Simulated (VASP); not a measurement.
# MgS (F-43m) in VASP: a series of runs, part 2 of 2

VASP 6.6.1.

## 4. Single point, LDA

This run uses another cell than the first one, of 22.67 Å³/atom, 1.036 times its volume.

Input file INCAR:

```
  PREC = Accurate
  ENCUT = 520
  EDIFF = 1E-6
  ISMEAR = 0
  SIGMA = 0.1
  LREAL = False
  LASPH = True
  NELM = 100
  ALGO = Normal
  ISIF = 2
  LWAVE = False
  LCHARG = False
  NBANDS = 11
```

Input file KPOINTS:

```
regular mesh
0
Gamma
  6 6 6
```

Input file POSCAR:

```
MgS
1.0
    0.0000000000      2.8300000000      2.8300000000
    2.8300000000      0.0000000000      2.8300000000
    2.8300000000      2.8300000000      0.0000000000
Mg S
1 1
Direct
    0.0000000000      0.0000000000      0.0000000000
    0.2500000000      0.2500000000      0.2500000000
```

Potentials or basis: VASP PAW LDA potentials, release 64 (Mg, S).

Launch:

```sh
$ cat potpaw_LDA.64/Mg/POTCAR potpaw_LDA.64/S/POTCAR > POTCAR
$ mpirun -np 1 vasp_std > vasp.out
```

OUTCAR:

```text
PREC = Accurate
   ENCUT = 520
   EDIFF = 1E-6
   ISMEAR = 0
   LREAL = False
   LASPH = True
   NELM = 100
   ISIF = 2

 ion  position               nearest neighbor table
   1  0.000  0.000  0.000-   2 2.45   2 2.45   2 2.45   2 2.45
   2  0.250  0.250  0.250-   1 2.45   1 2.45   1 2.45   1 2.45

  LATTYP: Found a face centered cubic cell.
 ALAT       =     5.6600000000

  Lattice vectors:

 A1 = (   0.0000000000,   2.8300000000,   2.8300000000)
 A2 = (   2.8300000000,   0.0000000000,   2.8300000000)
 A3 = (   2.8300000000,   2.8300000000,   0.0000000000)

Analysis of symmetry for initial positions (statically):
=====================================================================
 Subroutine PRICEL returns:
 Original cell was already a primitive cell.

 Routine SETGRP: Setting up the symmetry group for a
 face centered cubic supercell.

 Subroutine GETGRP returns: Found 24 space group operations
 (whereof 24 operations were pure point group operations)
 out of a pool of 48 trial point group operations.

The static configuration has the point symmetry T_d .

Analysis of symmetry for dynamics (positions and initial velocities):
=====================================================================
 Subroutine PRICEL returns:
 Original cell was already a primitive cell.

 Routine SETGRP: Setting up the symmetry group for a
 face centered cubic supercell.

 Subroutine GETGRP returns: Found 24 space group operations
 (whereof 24 operations were pure point group operations)
 out of a pool of 48 trial point group operations.

The dynamic configuration has the point symmetry T_d .

 Subroutine INISYM returns: Found 24 space group operations
 (whereof 24 operations are pure point group operations),
 and found     1 'primitive' translations

----------------------------------------------------------------------------------------

                                     Primitive cell

  volume of cell :      45.3304

[... 108 lines left out ...]
   LEPSILON=     F    determine dielectric tensor
   LRPA    =     F    only Hartree local field effects (RPA)
 non-spin polarized calculation
 Gauss-broadening in eV      SIGMA  =   0.10
  energy-cutoff  :      520.00
  volume of cell :       45.33
 maximum number of plane-waves:      1243
 NGX is ok and might be reduce to    30
   NGX = 15   NGY = 15   NGZ = 15

 number of electron       8.0000001 magnetization

 Free energy of the ion-electron system (eV)
  ---------------------------------------------------
  ext. energy  EPLUGINS =         0.00000000
  ---------------------------------------------------
  free energy    TOTEN  =        -9.37975927 eV

  energy without entropy =       -9.37975927  energy(sigma->0) =       -9.37975927

 E-fermi :   1.3717     XC(G=0):  -8.7650

 val. band max:        0.9008774533   @ k =   0.0000   0.0000   0.0000
 cond. band min:       4.0999707336   @ k =   0.0000   0.0000   0.0000
 fundamental gap:      3.1990932803
 Fermi energy:         1.3716691730

 k-point     1 :       0.0000    0.0000    0.0000
  band No.  band energies     occupation
      1     -10.3404      2.00000
      2       0.9009      2.00000
      3       0.9009      2.00000
      4       0.9009      2.00000
      5       4.1000      0.00000
      6       8.6696      0.00000
      7       8.6696      0.00000
      8       8.6696      0.00000
      9      11.6440      0.00000
     10      11.6440      0.00000
     11      14.2622      0.00000
[... 197 lines left out ...]
 k-point    16 :      -0.3333    0.5000    0.1667
  band No.  band energies     occupation
      1      -9.4034      2.00000
      2      -1.6750      2.00000
      3      -0.7019      2.00000
      4      -0.4006      2.00000
      5       5.6802      0.00000
      6       7.5497      0.00000
      7      10.0808      0.00000
      8      10.1083      0.00000
      9      13.1487      0.00000
     10      14.5463      0.00000
     11      14.7040      0.00000

------------------------ aborting loop because EDIFF is reached ----------------------------------------

  FORCE on cell =-STRESS in cart. coord.  units (eV):
  Direction    XX          YY          ZZ          XY          YZ          ZX
  --------------------------------------------------------------------------------------
  -------------------------------------------------------------------------------------
  Total       -0.6655727     -0.6655727     -0.6655727     -0.0000000      0.0000000      0.0000000
  in kB      -23.5243021    -23.5243021    -23.5243021     -0.0000000      0.0000000      0.0000000
  external PRESSURE =     -23.5243021 kB  Pullay stress =       0.0000000 kB

 VOLUME and BASIS-vectors are now :
 -----------------------------------------------------------------------------
  energy-cutoff  :      520.00
  volume of cell :       45.33
      direct lattice vectors                 reciprocal lattice vectors
     0.000000000  2.830000000  2.830000000    -0.176678445  0.176678445  0.176678445
     2.830000000  0.000000000  2.830000000     0.176678445 -0.176678445  0.176678445
     2.830000000  2.830000000  0.000000000     0.176678445  0.176678445 -0.176678445

 POSITION                                       TOTAL-FORCE (eV/Angst)
 -----------------------------------------------------------------------------------
      0.00000      0.00000      0.00000        -0.000000     -0.000000     -0.000000
      1.41500      1.41500      1.41500         0.000000      0.000000      0.000000
 -----------------------------------------------------------------------------------
    total drift:                                0.000000      0.000000      0.000000

  FREE ENERGIE OF THE ION-ELECTRON SYSTEM (eV)
  ---------------------------------------------------
  free  energy   TOTEN  =        -9.3797592706 eV

  energy  without entropy=       -9.3797592706  energy(sigma->0) =       -9.37975927
```

OSZICAR:

```text
N       E                     dE             d eps       ncg     rms          rms(c)
DAV:   1     0.226355409130E+02    0.22636E+02   -0.35225E+03   368   0.574E+02
DAV:   2    -0.818566887365E+01   -0.30821E+02   -0.29489E+02   454   0.971E+01
DAV:   3    -0.992595643466E+01   -0.17403E+01   -0.17379E+01   427   0.245E+01
DAV:   4    -0.994096672892E+01   -0.15010E-01   -0.15009E-01   413   0.277E+00
DAV:   5    -0.994115728915E+01   -0.19056E-03   -0.19056E-03   446   0.310E-01    0.403E+00
DAV:   6    -0.943570926770E+01    0.50545E+00   -0.12838E+00   382   0.410E+00    0.300E+00
DAV:   7    -0.938479172266E+01    0.50918E-01   -0.22713E-01   423   0.184E+00    0.223E+00
DAV:   8    -0.938063883743E+01    0.41529E-02   -0.14441E-02   403   0.700E-01    0.115E+00
DAV:   9    -0.937973594652E+01    0.90289E-03   -0.20925E-03   406   0.223E-01    0.372E-01
DAV:  10    -0.937975922273E+01   -0.23276E-04   -0.63631E-05   415   0.430E-02    0.125E-01
DAV:  11    -0.937975941784E+01   -0.19511E-06   -0.38961E-05   406   0.269E-02    0.488E-02
DAV:  12    -0.937975927057E+01    0.14727E-06   -0.10772E-06   268   0.546E-03
   1 F= -.93797593E+01 E0= -.93797593E+01  d E =-.185503E-12
```

stdout:

```text
POSCAR found type information on POSCAR MgS
 POSCAR found :  2 types and       2 ions
 scaLAPACK will be used
 LDA part: xc-table for (Slater(with rela. corr.)+CA(PZ))
 , standard interpolation
 POSCAR, INCAR and KPOINTS ok, starting setup
 FFT: planning ... GRIDC
 FFT: planning ... GRID_SOFT
 FFT: planning ... GRID
 WAVECAR not read
 entering main loop
```

It took 4.3 s on 1 thread of Intel Xeon 6975P-C (Granite Rapids), shared host; peak memory 0.14 GiB.

What came out:

| Item | Value |
| --- | --- |
| Free energy | -9.3798 eV |
| Pressure | -2.4 GPa |
| Band gap on the k mesh | 3.20 eV, direct |

Levels at points of the mesh, in eV from the valence-band top:
| k point | band 2 | band 3 | band 4 | band 5 | band 6 | band 7 |
| --- | --- | --- | --- | --- | --- | --- |
| (0.00, 0.00, 0.00) | 0.00 | 0.00 | 0.00 | 3.20 | 7.77 | 7.77 |
| (0.50, 0.00, 0.00) | -3.22 | -0.33 | -0.33 | 4.87 | 7.46 | 7.46 |
| (0.50, 0.50, 0.00) | -2.89 | -1.06 | -1.06 | 3.66 | 5.43 | 10.90 |

## 5. Summary

```tsv
task	cell	k mesh	cutoff (eV)	smearing	gap on the mesh (eV)	pressure (GPa)
single point	F-43m, 21.88 Å³/atom	8 × 8 × 8	520	gaussian 0.02 eV	3.38	-0.3
relaxation of cell and atoms	relaxed	8 × 8 × 8	600	gaussian 0.02 eV	3.40	0.0
single point	F-43m, 22.67 Å³/atom	6 × 6 × 6	520	gaussian 0.1 eV	3.20	-2.4
```

Alike in all rows: level LDA; potentials or basis VASP PAW LDA potentials, release 64 (Mg, S); no spin polarisation.

Absolute energies hang on the potentials; compare differences alone.
